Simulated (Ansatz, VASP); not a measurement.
Fe: VASP beside Ansatz

INCAR

```
SYSTEM = Fe
ALGO = Normal ; EDIFF = 1E-6
ENCUT = 520 ; GGA = PE
ISIF = 2 ; ISMEAR = -1
ISPIN = 2 ; LASPH = .TRUE.
LCHARG = .TRUE. ; LELF = .TRUE.
LMAXMIX = 4 ; LORBIT = 11
LREAL = .FALSE. ; LVHAR = .TRUE.
LWAVE = .FALSE. ; MAGMOM = -3 3
NBANDS = 19 ; NELM = 150
PREC = Accurate ; SIGMA = 0.05
```

KPOINTS

```
k-points
0
G
  10 10 7
  0 0 0
```

File POSCAR:

```
Fe
1.0
    1.7000753688     -1.7262356591      0.0000000000
    1.7000753688      1.7262356591      0.0000000000
    0.0000000000      0.0000000000      3.7097032485
Fe
2
Direct
    0.5000000000      0.5000000000      0.5000000000
    0.0000000000      0.0000000000      0.0000000000
```

Input for Ansatz:

```yaml
crystal:
  lattice:
    - [1.7000753688, -1.7262356591, 0.0]
    - [1.7000753688, 1.7262356591, 0.0]
    - [0.0, 0.0, 3.7097032485]
  atoms:
    - { symbol: Fe, position: [0.5, 0.5, 0.5], spin: -3.0 }
    - { symbol: Fe, position: [0.0, 0.0, 0.0], spin: 3.0 }
magnetization:
  spin_polarized: true
kpoints:
  mp_grid: { grid: [10, 10, 7] }
scf:
  occupations: { method: fermi_dirac, width: 0.05 }
  lower_state_search: "off"
hamiltonian:
  xc: pbe
  pseudopotentials: { kind: paw }
output:
  forces: true
  stress: true
  eigenvalues: true
```

Alike in both runs: task single point; functional PBE; k mesh 10 × 10 × 7; occupations fermi-dirac, width 0.05 eV; collinear spin.

```csv
,VASP,Ansatz
version,VASP 6.6.1,Ansatz 0.2.0
potentials or method,"VASP PAW PBE potentials, release 64 (Fe)","PAW with Ansatz's default frozen-core files, scalar-relativistic"
plane-wave cutoff (eV),520,420
valence electrons in the cell,16,32
```

Ansatz gave:

| Item | Value |
| --- | --- |
| pressure (GPa) | -1.4 |
| largest component of the traceless stress (GPa) | 1.12 |
| net moment per atom (μB) | 0.00 |
| size of the moment on the site where the two differ most (μB) | 1.58 |

Problem. Estimate VASP's values.

Solution. Pressure (GPa): -1.6; largest component of the traceless stress (GPa): 0.80; net moment per atom (μB): 0.00; size of the moment on the site where the two differ most (μB): 1.63.

Site moments also hang on the region over which each program counts them. The two sets of potentials don't hold the same shells in valence.
